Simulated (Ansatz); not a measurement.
The system is GaSb.

```xyz
2
Lattice="-2.7534 2.7534 1.5907 2.7534 -2.7534 1.5907 2.7534 2.7534 -1.5907" Properties=species:S:1:pos:R:3 pbc="T T T"
Sb    0.0000    0.0000    0.0000
Ga    0.0000    2.7534    0.7954
```

Measurements of this composition are mostly on another form, of space group No. 216.

* Program: Ansatz 0.2.0
* Task: relaxation of cell and atoms
* Functional: B3LYP
* Potentials or basis: Ansatz PAW
* Cutoff: 420 eV (not typed: the program's choice for these potentials)
* k mesh: 5 × 5 × 5
* Occupations: fermi-dirac, width 0.05 eV
* Spin: no spin polarisation

At the start: volume 24.12 Å³/atom.

Where does the relaxation end?

It ends after 5 steps and the volume is 25.61 Å³/atom (+6.2 %); space group I-4m2 (No. 119, to 0.05 Å).

The path:
```csv
step,energy change (eV),largest force (eV/Å),volume (Å³)
1,0.0000,0.0000,48.24
2,-0.0226,0.0000,52.25
3,-0.0258,0.0000,51.34
4,-0.0259,0.0000,51.23
5,-0.0267,0.0000,51.23
```

Final structure:
```xyz
2
Lattice="-2.8010 2.8010 1.6324 2.8010 -2.8010 1.6324 2.8010 2.8010 -1.6324" Properties=species:S:1:pos:R:3 pbc="T T T"
Sb    0.0000    0.0000    0.0000
Ga    0.0000    2.8010    0.8162
```

Caveat: the k mesh is coarse (spacing up to 0.46 Å⁻¹), so the values aren't converged, least of all with exact exchange; the plane-wave basis is chosen anew once the cell has moved, so the energies of steps on either side of that aren't comparable; the PAW data sets come from PBE, with cores solved anew for the run's functional, which leaves a small shift of forces and pressure.
